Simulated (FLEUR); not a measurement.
Crystal: CsBr.

```
Cs Br
1.0
     4.32562    0.00000    0.00000
     0.00000    4.32562    0.00000
     0.00000    0.00000    4.32562
Cs Br
1 1
Direct
  0.00000 0.00000 0.00000
  0.50000 0.50000 0.50000
```

The cell comes from a database or a generator and needn't be the stable form of this composition.

Program: FLEUR MaX-R8.1 (later development tree). Alike in all runs: potentials or basis all-electron, FLAPW; no spin polarisation; cell as given; smearing fermi-dirac 0.05 eV; kmax 4.1 1/bohr.

Order these runs on this cell by their band gap on the k mesh, lowest first.
A. level LDA; k mesh 6 × 6 × 6; max iterations 60; mixer history 15; density convergence 1e-05 me/bohr^3
B. level r2SCAN; k mesh 6 × 6 × 6; max iterations 80; mixer history 30; density convergence 0.0001 me/bohr^3
C. level PBEsol; k mesh 6 × 6 × 6; max iterations 60; mixer history 15; density convergence 1e-05 me/bohr^3
D. level HSE06; k mesh 4 × 4 × 4; max iterations 30; mixer history 15; density convergence 0.0001 me/bohr^3

A (4.03 eV), C (4.23 eV), B (5.13 eV), D (5.59 eV).

Caveats: spin-orbit coupling is left out, which moves the levels of the heavy elements; core states are solved in the semilocal potential (some runs); the meta-GGA is that of a development version, with a GGA for the radial functions and cores and without core tails (some runs).

The runs were made with more than one version of the program.
